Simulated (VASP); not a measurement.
# Sn (I4/mmm) in VASP: further runs

One crystal, Sn, is run at these levels: PBE+D3(BJ); tasks: single point.

All numbers are computed with VASP 6.6.1; they aren't measurements. Logs are shortened: lines on timing, memory, paths and dates and some standing lists are left out, and cuts for length are marked.

**1. The cell of the first run**

Symmetry: I4/mmm, No. 139, tetragonal system. The conventional cell has a = 3.789 Å, b = 3.789 Å, c = 3.221 Å, α = 90.00°, β = 90.00°, γ = 90.00°. Around Sn (site symmetry 4/mmm) lie 10 Sn at 3.13 to 3.22 Å.

This isn't the form of Sn at room conditions, which is tetragonal (white tin).

**2. Single point, PBE+D3(BJ) (strain -0.1500 x Voigt [0, 0, 1, 0, 0, 0], atoms carried along)**

INCAR

```
PREC = Accurate
ENCUT = 520
EDIFF = 1E-7
ISMEAR = 0
SIGMA = 0.15
LREAL = False
LASPH = True
NELM = 100
ALGO = Fast
ISIF = 2
LWAVE = False
LCHARG = True
GGA = PE
IVDW = 12
LELF = True
LVHAR = True
NBANDS = 13
```

KPOINTS

```
Automatic mesh
0
Gamma
  18 18 18
```

POSCAR

```
Sn
1.0
   -1.8946518192      1.8946518192      1.6104540463
    1.8946518192     -1.8946518192      1.6104540463
    1.8946518192      1.8946518192     -1.6104540463
Sn
1
Direct
    0.0000000000      0.0000000000      0.0000000000
```

Potentials or basis: VASP PAW PBE potentials, release 64 (Sn_d).

Started as:

```
$ cat potpaw_PBE.64/Sn_d/POTCAR > POTCAR
$ mpirun -np 1 vasp_std > vasp.out
```

OUTCAR:

```text
PREC = Accurate
   ENCUT = 520
   EDIFF = 1E-7
   ISMEAR = 0
   LREAL = False
   LASPH = True
   NELM = 100
   ISIF = 2
   GGA = PE
   IVDW = 12
 IVDW          = 12

 ion  position               nearest neighbor table
   1  0.000  0.000  0.000-

  LATTYP: Found a body centered tetragonal cell.
 ALAT       =     3.7893036384
 C/A-ratio  =     0.8500000000

  Lattice vectors:

 A1 = (  -1.8946518192,   1.8946518192,   1.6104540463)
 A2 = (   1.8946518192,  -1.8946518192,   1.6104540463)
 A3 = (   1.8946518192,   1.8946518192,  -1.6104540463)

Analysis of symmetry for initial positions (statically):
=====================================================================
 Subroutine PRICEL returns:
 Original cell was already a primitive cell.

 Routine SETGRP: Setting up the symmetry group for a
 body centered tetragonal supercell.

 Subroutine GETGRP returns: Found 16 space group operations
 (whereof 16 operations were pure point group operations)
 out of a pool of 16 trial point group operations.

The static configuration has the point symmetry D_4h.

Analysis of symmetry for dynamics (positions and initial velocities):
=====================================================================
 Subroutine PRICEL returns:
 Original cell was already a primitive cell.

 Routine SETGRP: Setting up the symmetry group for a
 body centered tetragonal supercell.

 Subroutine GETGRP returns: Found 16 space group operations
 (whereof 16 operations were pure point group operations)
 out of a pool of 16 trial point group operations.

The dynamic configuration has the point symmetry D_4h.

 Subroutine INISYM returns: Found 16 space group operations
 (whereof 16 operations are pure point group operations),
 and found     1 'primitive' translations

----------------------------------------------------------------------------------------

                                     Primitive cell

  volume of cell :      23.1242

  direct lattice vectors                    reciprocal lattice vectors
    -1.894651819  1.894651819  1.610454046     0.000000000  0.263900731  0.310471448
     1.894651819 -1.894651819  1.610454046     0.263900731  0.000000000  0.310471448
     1.894651819  1.894651819 -1.610454046     0.263900731  0.263900731  0.000000000

  length of vectors
     3.126175502  3.126175502  3.126175502     0.407475295  0.407475295  0.373211993

  position of ions in fractional coordinates (direct lattice)
     0.000000000  0.000000000  0.000000000

  ion indices of the primitive-cell ions
   primitive index   ion index
                 1           1

----------------------------------------------------------------------------------------

 KPOINTS: Automatic mesh

Automatic generation of k-mesh.
 Grid dimensions read from file:
 generate k-points for:   18   18   18

 Generating k-lattice:

  Cartesian coordinates                     Fractional coordinates (reciprocal lattice)
     0.000000000  0.014661152  0.017248414     0.055555556  0.000000000 -0.000000000
     0.014661152  0.000000000  0.017248414     0.000000000  0.055555556 -0.000000000
     0.014661152  0.014661152  0.000000000     0.000000000  0.000000000  0.055555556

  Length of vectors
     0.022637516  0.022637516  0.020734000

  Shift w.r.t. Gamma in fractional coordinates (k-lattice)
     0.000000000  0.000000000  0.000000000

 Subroutine IBZKPT returns following result:
 ===========================================

 Found    480 irreducible k-points:

 Following reciprocal coordinates:
            Coordinates               Weight
  0.000000  0.000000  0.000000      1.000000
  0.055556 -0.000000  0.000000      8.000000
  0.111111 -0.000000  0.000000      8.000000
  0.166667  0.000000  0.000000      8.000000
  0.222222 -0.000000  0.000000      8.000000
  0.277778 -0.000000  0.000000      8.000000
[... 16 lines left out ...]
 -0.277778  0.055556 -0.000000     16.000000
 -0.222222  0.055556 -0.000000     16.000000
 [... further k-points ...]
   k-points           NKPTS =    480   k-points in BZ     NKDIM =    480   number of bands    NBANDS=     13
   number of dos      NEDOS =    301   number of ions     NIONS =      1
   total plane-waves  NPLWV =  13824
   dimension x,y,z NGX =    24 NGY =   24 NGZ =   24
   dimension x,y,z NGXF=    48 NGYF=   48 NGZF=   48
   ions per type =               1
   NGX,Y,Z   is equivalent  to a cutoff of  12.76, 12.76, 12.76 a.u.
   NGXF,Y,Z  is equivalent  to a cutoff of  25.53, 25.53, 25.53 a.u.
 SYSTEM =  unknown system
   PREC   = accura    normal or accurate (medium, high low for compatibility)
   ISTART =      0    job   : 0-new  1-cont  2-samecut
   ICHARG =      2    charge: 1-file 2-atom 10-const
   ISPIN  =      1    spin polarized calculation?
   LNONCOLLINEAR =      F non collinear calculations
   LSORBIT =      F    spin-orbit coupling
   LASPH  =      T    aspherical Exc in radial PAW
   ENCUT  =  520.0 eV  38.22 Ry    6.18 a.u.   5.81  5.81  5.81*2*pi/ulx,y,z
   NELM   =    100;   NELMIN=  2; NELMDL= -5     # of ELM steps
   EDIFF  = 0.1E-06   stopping-criterion for ELM
   LREAL  =      F    real-space projection
   EDIFFG = 0.1E-05   stopping-criterion for IOM
   NSW    =      0    number of steps for IOM
   IBRION =     -1    ionic relax: 0-MD 1-quasi-New 2-CG
   NFREE  =      0    steps in history (QN), initial steepest desc. (CG)
   ISIF   =      2    stress and relaxation
   ISYM   =      2    0-nonsym 1-usesym 2-fastsym
   POTIM  = 0.5000    time-step for ionic-motion
   TEBEG  =    0.0;   TEEND  =   0.0 temperature during run
   PSTRESS=    0.0 pullay stress
   NELECT =      14.0000    total number of electrons
   NUPDOWN=      -1.0000    fix difference up-down
   EMIN   =  10.00;   EMAX   =-10.00  energy-range for DOS
   EFERMI =   0.00;   METHOD = LEGACY
   ISMEAR =     0;   SIGMA  =   0.15  broadening in eV -4-tet -1-fermi 0-gaus
   EFERMI_NEDOS =   21; number of points for ismear=-14 and -15
   IALGO  =     68    algorithm
   IMIX   =      4    mixing-type and parameters
     AMIX     =   0.40;   BMIX     =  1.00
     AMIX_MAG =   1.60;   BMIX_MAG =  1.00
  volume/ion in A,a.u.               =      23.12       156.05
  Fermi-wavevector in a.u.,A,eV,Ry     =   1.384932  2.617142 26.096474  1.918037
  Thomas-Fermi vector in A             =   2.509390
   LORBIT       =      0    0 simple, 1 ext, 2 COOP (PROOUT), +10 PAW based schemes
   GGA     = PE    functional components
   LHFCALC =     F    Hartree Fock is set to
   AEXX    =    0.0000 exact exchange contribution
   IVDW    =    12    specifies the selected vdW correction
   LEPSILON=     F    determine dielectric tensor
   LRPA    =     F    only Hartree local field effects (RPA)
 non-spin polarized calculation
 RMM-DIIS sequential band-by-band and
 Gauss-broadening in eV      SIGMA  =   0.15
  energy-cutoff  :      520.00
  volume of cell :       23.12
 maximum number of plane-waves:       636
   NGX = 11   NGY = 11   NGZ = 11

 number of electron      14.0000003 magnetization

 Free energy of the ion-electron system (eV)
  ---------------------------------------------------
  ext. energy  EPLUGINS =         0.00000000
  ---------------------------------------------------
  free energy    TOTEN  =        -3.61970811 eV

  energy without entropy =       -3.61338231  energy(sigma->0) =       -3.61654521

 E-fermi :  10.2330     XC(G=0): -11.1424

 val. band max:       10.2062033562   @ k =  -0.2778  -0.2778   0.1111
 cond. band min:      10.2344924841   @ k =  -0.4444  -0.4444   0.3333
 fundamental gap:      0.0282891280
 Fermi energy:        10.2330203278

 k-point     1 :       0.0000    0.0000    0.0000
  band No.  band energies     occupation
      1     -11.5398      2.00000
      2     -11.4387      2.00000
      3     -11.4387      2.00000
      4     -11.3759      2.00000
      5     -11.2297      2.00000
      6      -2.1759      2.00000
      7      18.5076      0.00000
      8      18.5076      0.00000
      9      21.1729      0.00000
     10      21.9119      0.00000
     11      23.0253      0.00000
     12      23.0253      0.00000
     13      23.2578      0.00000

 k-point     2 :       0.0556   -0.0000    0.0000
  band No.  band energies     occupation
      1     -11.5346      2.00000
      2     -11.4378      2.00000
      3     -11.4368      2.00000
      4     -11.3719      2.00000
      5     -11.2325      2.00000
      6      -2.0935      2.00000
      7      18.1761      0.00000
      8      18.2721      0.00000
      9      20.4704      0.00000
     10      22.2260      0.00000
     11      22.4094      0.00000
     12      22.6337      0.00000
     13      23.7077      0.00000

 k-point     3 :       0.1111   -0.0000    0.0000
  band No.  band energies     occupation
      1     -11.5250      2.00000
      2     -11.4367      2.00000
      3     -11.4259      2.00000
      4     -11.3594      2.00000
      5     -11.2405      2.00000
      6      -1.8458      2.00000
      7      17.4552      0.00000
      8      17.5964      0.00000
      9      18.7893      0.00000
     10      21.5624      0.00000
     11      21.6279      0.00000
     12      23.3740      0.00000
     13      23.7340      0.00000

 k-point     4 :       0.1667    0.0000    0.0000
  band No.  band energies     occupation
      1     -11.5237      2.00000
      2     -11.4384      2.00000
      3     -11.3954      2.00000
      4     -11.3384      2.00000
      5     -11.2518      2.00000
      6      -1.4312      2.00000
      7      16.0618      0.00000
      8      16.6433      0.00000
      9      17.5260      0.00000
     10      20.6832      0.00000
     11      20.8396      0.00000
     12      23.7339      0.00000
     13      24.6241      0.00000

 k-point     5 :       0.2222   -0.0000    0.0000
  band No.  band energies     occupation
      1     -11.5334      2.00000
      2     -11.4448      2.00000
      3     -11.3461      2.00000
      4     -11.3107      2.00000
      5     -11.2641      2.00000
      6      -0.8479      2.00000
      7      13.9687      0.00000
      8      15.8610      0.00000
      9      16.8157      0.00000
     10      19.9174      0.00000
     11      20.1059      0.00000
     12      23.9156      0.00000
     13      26.0453      0.00000
[... 257 lines left out ...]
 k-point    22 :      -0.3333    0.0556   -0.0000
  band No.  band energies     occupation
      1     -11.5496      2.00000
      2     -11.4593      2.00000
      3     -11.2861      2.00000
      4     -11.2772      2.00000
      5     -11.2532      2.00000
      6       0.3226      2.00000
      7      11.0588      0.00000
      8      14.0382      0.00000
      9      15.9123      0.00000
     10      19.0308      0.00000
     11      20.5174      0.00000
     12      25.3409      0.00000
     13      28.0210      0.00000

 k-point    23 :      -0.2778    0.0556   -0.0000
  band No.  band energies     occupation
      1     -11.5344      2.00000
      2     -11.4473      2.00000
      3     -11.3229      2.00000
      4     -11.3027      2.00000
      5     -11.2683      2.00000
      6      -0.5002      2.00000
      7      13.0688      0.00000
      8      14.6170      0.00000
      9      16.5181      0.00000
     10      19.5257      0.00000
     11      21.1585      0.00000
     12      24.9341      0.00000
     13      26.7195      0.00000

 k-point    24 :      -0.2222    0.0556   -0.0000
  band No.  band energies     occupation
      1     -11.5227      2.00000
      2     -11.4399      2.00000
      3     -11.3671      2.00000
      4     -11.3385      2.00000
      5     -11.2569      2.00000
      6      -1.1538      2.00000
      7      14.8036      0.00000
      8      15.6696      0.00000
      9      17.2222      0.00000
     10      20.1768      0.00000
     11      21.8573      0.00000
     12      24.4888      0.00000
     13      25.2739      0.00000

 [... further k-points ...]

------------------------ aborting loop because EDIFF is reached ----------------------------------------

 Edisp (eV)   -0.45381

 E8    (eV) :    -0.2178

  FORCE on cell =-STRESS in cart. coord.  units (eV):
  Direction    XX          YY          ZZ          XY          YZ          ZX
  --------------------------------------------------------------------------------------
  -------------------------------------------------------------------------------------
  Total       1.39697     1.39697     1.65152     0.00000     0.00000     0.00000
  in kB      96.79035    96.79035   114.42654     0.00000     0.00000     0.00000
  external pressure =      102.67 kB  Pullay stress =        0.00 kB

 VOLUME and BASIS-vectors are now :
 -----------------------------------------------------------------------------
  energy-cutoff  :      520.00
  volume of cell :       23.12
      direct lattice vectors                 reciprocal lattice vectors
    -1.894651819  1.894651819  1.610454046     0.000000000  0.263900731  0.310471448
     1.894651819 -1.894651819  1.610454046     0.263900731  0.000000000  0.310471448
     1.894651819  1.894651819 -1.610454046     0.263900731  0.263900731  0.000000000

 POSITION                                       TOTAL-FORCE (eV/Angst)
 -----------------------------------------------------------------------------------
      0.00000      0.00000      0.00000        -0.000000      0.000000      0.000000
 -----------------------------------------------------------------------------------
    total drift:                               -0.000000      0.000000      0.000000

  FREE ENERGIE OF THE ION-ELECTRON SYSTEM (eV)
  ---------------------------------------------------
  free  energy   TOTEN  =        -4.0735166130 eV

  energy  without entropy=       -4.0671908138  energy(sigma->0) =       -4.07035371
```

It took 71 s on 1 thread of AMD EPYC 9R45 (Zen 5), shared host; peak memory 0.22 GiB.

What came out:

* Free energy: -4.0735 eV
* Pressure: 10.3 GPa
* Band gap on the k mesh: none (metal or under the smearing width)
* Dispersion energy per atom: -0.454 eV

Caveat: pairwise dispersion overbinds metals, which lowers pressure and volume.

**3. Single point, PBE+D3(BJ) (strain +0.0750 x Voigt [0, 0, 1, 0, 0, 0], atoms carried along)**

INCAR: that of step 2 with these lines changed.

```diff
@@ -11,7 +11,5 @@
 LWAVE = False
-LCHARG = True
+LCHARG = False
 GGA = PE
 IVDW = 12
-LELF = True
-LVHAR = True
 NBANDS = 13
```

KPOINTS

```
regular mesh
0
Gamma
  18 18 18
```

POSCAR

```
Sn
1.0
   -1.8946518192      1.8946518192      2.0367507056
    1.8946518192     -1.8946518192      2.0367507056
    1.8946518192      1.8946518192     -2.0367507056
Sn
1
Direct
    0.0000000000      0.0000000000      0.0000000000
```

Potentials or basis: VASP PAW PBE potentials, release 64 (Sn_d).

Started as:

```
$ cat potpaw_PBE.64/Sn_d/POTCAR > POTCAR
$ mpirun -np 1 vasp_std > vasp.out
```

Run time: 2.5 min. Hardware: 1 thread of AMD EPYC 9R45 (Zen 5), shared host; peak memory 0.26 GiB.

The run converged. Its results:

| Item | Value |
| --- | --- |
| Free energy | -4.1286 eV |
| Pressure | -4.3 GPa |
| Band gap on the k mesh | none (metal or under the smearing width) |
| Dispersion energy per atom | -0.358 eV |

Stress tensor (GPa, compression positive):
```
-4.51  0.00  0.00
 0.00 -4.51  0.00
 0.00  0.00 -3.87
```

Levels at points of the mesh, in eV from the Fermi level:
```tsv
k point	band 5	band 6	band 7	band 8	band 9	band 10
(0.00, 0.00, 0.00)	-21.43	-10.60	7.10	7.34	7.34	11.40
(0.50, 0.00, 0.00)	-21.38	-6.49	-4.14	3.64	5.52	7.89
(0.50, 0.50, 0.00)	-21.37	-6.08	-3.95	2.86	4.40	6.90
(0.50, 0.50, 0.50)	-21.39	-3.03	-1.21	0.01	0.01	3.69
```

Caveat: pairwise dispersion overbinds metals, which lowers pressure and volume.
